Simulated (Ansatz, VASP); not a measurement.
## Al22Ga12N12O33 (amorphous Al2O3 against GaN(10-10), 12.1 A) in two plane-wave programs

Aim: how closely do two programs agree when they are given the same cell, functional and k mesh? The cell is taken from a series of runs on this material, whose earlier steps may have relaxed, scaled, displaced or heated it; both programs get it as it stands.

Program: Ansatz 0.2.0. Level of theory: plane waves, with VASP 6.6.1 beside it; single point at PBE. Results are calculated unless marked as measured.

### 1. Starting point

The cell holds 158 atoms: 24 Ga, 24 N, 44 Al and 66 O. Cell: a = 10.460 Å, b = 9.630 Å, c = 17.534 Å, α = 90.0°, β = 90.0°, γ = 90.0°. It derives from GaN (4 planes of wurtzite GaN(10-10)). A slab of 4 planes of wurtzite GaN(10-10) (starting lattice constant a = 3.21 A, c = 5.23 A), 10.46 x 9.63 A in plane. 110 atoms (44 Al, 66 O) packed at random between the slab and its periodic image at 3.05 g/cm^3 (a layer of 12.1 A) and pushed apart as soft spheres. Langevin MD at fixed cell with the MACE-MP-0b2 small potential (Batatia et al., arXiv:2401.00096), steps of 1.5 fs: 0.63 ps at 3000 K with the crystal held, 3000 to 1000 K in 1.8 ps with the crystal held, 1000 to 300 K in 0.9 ps with its inner planes held; soft walls kept the melt out of the crystal while it was held. Then all atoms and the cell's height relaxed. The structure's axis is c.

### 2. VASP: single point, PBE

A single point gives forces, pressure and levels at one fixed geometry, so differences don't come from the geometry; what else differs is listed under the comparison.

Lines of VASP's logs that name or quote its potential files are left out, and so is its time.

Input file INCAR:

```
SYSTEM = Al22Ga12N12O33
PREC = Accurate
ENCUT = 600
EDIFF = 1E-06
NELM = 120
ISMEAR = -1
SIGMA = 0.025
LREAL = Auto
ALGO = Normal
GGA = PE
NBANDS = 590
LORBIT = 11
LWAVE = .FALSE.
LCHARG = .FALSE.
ISIF = 2
LASPH = .TRUE.
GGA_COMPAT = .FALSE.
EFERMI = MIDGAP
```

Input file POSCAR:

```
Al22Ga12N12O33
1.0
   10.4600000000      0.0000000000      0.0000000000
    0.0000000000      9.6300000000      0.0000000000
    0.0000000000      0.0000000000     17.5340600000
Ga N Al O
24 24 44 66
Direct
    0.9960100000      0.0138400000      0.2572400000
    0.2647800000      0.0077700000      0.0403700000
    0.0042800000      0.1746400000      0.0914600000
    0.2520000000      0.1669700000      0.2087900000
    0.0154900000      0.3481000000      0.2551500000
    0.2382600000      0.3422300000      0.0530000000
    0.9967000000      0.5029800000      0.0960700000
    0.2527800000      0.5036700000      0.2083200000
    0.9977700000      0.6803700000      0.2500800000
    0.2381400000      0.6729900000      0.0528800000
    0.0012100000      0.8440200000      0.0924700000
    0.2480500000      0.8400700000      0.2118900000
    0.5021900000      0.0025000000      0.2599200000
    0.7345900000      0.0072900000      0.0515800000
    0.4944900000      0.1742200000      0.1067000000
    0.7552800000      0.1699600000      0.2080200000
    0.5069900000      0.3310100000      0.2675100000
    0.7410200000      0.3407600000      0.0556000000
    0.4955000000      0.5035000000      0.1132600000
    0.7524500000      0.4979800000      0.2142900000
    0.4917000000      0.6687600000      0.2663700000
    0.7403500000      0.6676300000      0.0610800000
    0.4920800000      0.8405500000      0.1072400000
    0.7476400000      0.8371800000      0.2065000000
    0.0728400000      0.0064900000      0.0333400000
    0.3164000000      0.0022700000      0.2635300000
    0.0627800000      0.1739600000      0.2034700000
    0.3091100000      0.1723100000      0.0993000000
    0.0593000000      0.3415700000      0.0465900000
    0.3212900000      0.3353700000      0.2554500000
[... 122 atom lines left out ...]
    0.3799200000      0.3743200000      0.5736800000
    0.0670900000      0.7203000000      0.3486300000
    0.3929700000      0.1807900000      0.3880600000
    0.1968700000      0.6722400000      0.7729900000
    0.1290000000      0.5768000000      0.9035800000
    0.7113100000      0.0501200000      0.9372800000
```

Input file KPOINTS:

```
Automatic mesh
0
Gamma
1 1 1
0 0 0
```

The projector-augmented-wave data sets are Ga_d, N, Al and O (PBE family, release 64).

Command:

```bash
$ export OMP_NUM_THREADS=3
$ mpirun -np 1 vasp_gam
```

Numbers of over 12 decimals in the logs are rounded to 6 here.

The program printed:

```text
[banner, memory and clock lines left out]
running    1 mpi-ranks, on    1 nodes
[...]
Offloading initialized ...    1 GPUs detected
[...]
LDA part: xc-table for (Slater+PW92), standard interpolation
 POSCAR, INCAR and KPOINTS ok, starting setup
[...]
entering main loop
       N       E                     dE             d eps       ncg     rms          rms(c)
DAV:   1     0.252427158811E+05    0.25243E+05   -0.38768E+05  1188   0.276E+03
DAV:   2     0.575794190855E+04   -0.19485E+05   -0.18408E+05  1180   0.852E+02
DAV:   3    -0.391070143288E+03   -0.61490E+04   -0.56948E+04  1668   0.352E+02
DAV:   4    -0.121070813308E+04   -0.81964E+03   -0.80700E+03  1696   0.135E+02
[...]
DAV:  19    -0.108557669841E+04   -0.12303E-05   -0.33986E-05  1720   0.293E-02    0.818E-03
DAV:  20    -0.108557669913E+04   -0.72636E-06   -0.16435E-05  1384   0.122E-02    0.482E-03
DAV:  21    -0.108557669914E+04   -0.81418E-08   -0.31922E-06   976   0.123E-02
   1 F= -.10855767E+04 E0= -.10855767E+04  d E =-.728045E-16
```

OUTCAR, selected parts (step 2):

```text
  FREE ENERGIE OF THE ION-ELECTRON SYSTEM (eV)
  ---------------------------------------------------
  free  energy   TOTEN  =     -1085.5766991431 eV

  energy  without entropy=    -1085.5766991431  energy(sigma->0) =    -1085.57669914

[... 1 further part left out ...]
```

The run ends at a pressure of -0.74 GPa, with forces up to 0.056 eV/Å.

(Part 1 of 2 ends here.)

[Lines on the potential files, build, host, timing and source positions are cut from VASP's logs without a mark.]

[Logs are printed without paths, hosts, clocks, repeated set-up lines and the standing remarks that a program may print on its own settings, such as how far it seeks lower states.]

[Hosts, paths, dates, database ids (printed as entryN), source tags and the programs' standing remarks are cut or masked in the printed files.]
